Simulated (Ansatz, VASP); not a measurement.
**One calculation of HfO2, two programs**

```
Hf O
1.0
     5.15190    0.00000    0.00000
     0.00000    5.22004    0.00000
    -0.86435    0.00000    5.24840
Hf O
4 8
Direct
  0.27550 0.46030 0.70800
  0.72450 0.96030 0.79200
  0.72450 0.53970 0.29200
  0.27550 0.03970 0.20800
  0.07420 0.16840 0.84670
  0.92580 0.66840 0.65330
  0.92580 0.83160 0.15330
  0.07420 0.33160 0.34670
  0.44870 0.74190 0.98010
  0.55130 0.24190 0.51990
  0.55130 0.25810 0.01990
  0.44870 0.75810 0.48010
```

Alike in both runs: task single point; functional PBE; k mesh 5 × 5 × 5; occupations fermi-dirac, width 0.05 eV; no spin polarisation.

|  | VASP | Ansatz |
| --- | --- | --- |
| version | VASP 6.6.1 | Ansatz 0.2.0 |
| potentials or method | VASP PAW PBE potentials, release 64 (Hf_pv, O) | Ansatz NC |
| plane-wave cutoff (eV) | 520 | 1240 |
| valence electrons in the cell | 88 | 152 |

Ansatz gave:

| Quantity | Value |
| --- | --- |
| gap on the k mesh at the Fermi level (eV) | 4.14 |
| least direct gap on the mesh (eV) | 4.20 |
| pressure (GPa) | 1.0 |
| largest component of the traceless stress (GPa) | 0.79 |
| rms of the force components (eV/Å) | 0.154 |

Question: What did VASP give for the same quantities?

Answer: gap on the k mesh at the Fermi level (eV): 4.09; least direct gap on the mesh (eV): 4.16; pressure (GPa): -2.1; largest component of the traceless stress (GPa): 0.80; rms of the force components (eV/Å): 0.144.

Atom by atom the forces differ by 0.036 eV/Å (rms over components). With one functional, cell and mesh, what is left measures potentials, basis and numerics. The two sets of potentials don't hold the same shells in valence.

Caveats: spin-orbit coupling is left out, which moves the levels of the heavy elements; an odd mesh through Γ misses points on the zone boundary, where band edges often lie (VASP); odd divisions of the mesh miss points on the zone boundary, where band edges often lie, so the gap on the mesh can be too wide (Ansatz). As with any semilocal functional, this PBE gap is likely too small.
